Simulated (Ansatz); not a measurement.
**AlAs3: balancing the decomposition**

Computed with Ansatz, DFT PBE, scalar-relativistic, plane waves, PAW. All cells share a 420 eV cutoff and Γ-centred k meshes spaced at most about 0.3 Å⁻¹ (about 0.25 or finer for metals, 2π included). No spin polarisation.

Energies over the elements count from the elements' standard structures at the same level, with no fitted energy shifts.

Temperature and zero-point effects are left out. The reference form of As is held partly by dispersion forces, which this level lacks.

A trial structure of AlAs3 (reached from: GaAg3 type (Pm-3m); relaxed: space group Pm-3m (No. 221), a = 4.234 Å) has a formation energy of 0.331 eV/atom. At its composition the lowest mixture among the elements and 1 reference phase computed alike (others may be missing) consists of these:

| phase | source | ΔE_f (eV/atom) |
| --- | --- | --- |
| As (solid) | element | -0.001 |
| AlAs (F-43m) | COD | -0.487 |

The lowest database cell of As (-0.001) lies slightly below the reference, hence the non-zero entry.

Task: Write the balanced decomposition and find its energy per atom, per formula unit and per mole of formula units.

Result: Balancing Al and As gives AlAs3 → 2 As + AlAs. The left side holds 4 atoms, and the products take 2/4 (As) and 2/4 (AlAs) of them. The mixture therefore lies at 2/4 × (-0.001) + 2/4 × (-0.487) = -0.244 eV/atom. The reaction energy is -0.244 − (0.331) = -0.575 eV/atom. Times 4 atoms that is -2.300 eV per AlAs3, and times 96.485 it is -222 kJ per mole of AlAs3. Decomposition is downhill, so the trial structure is unstable against this mixture.
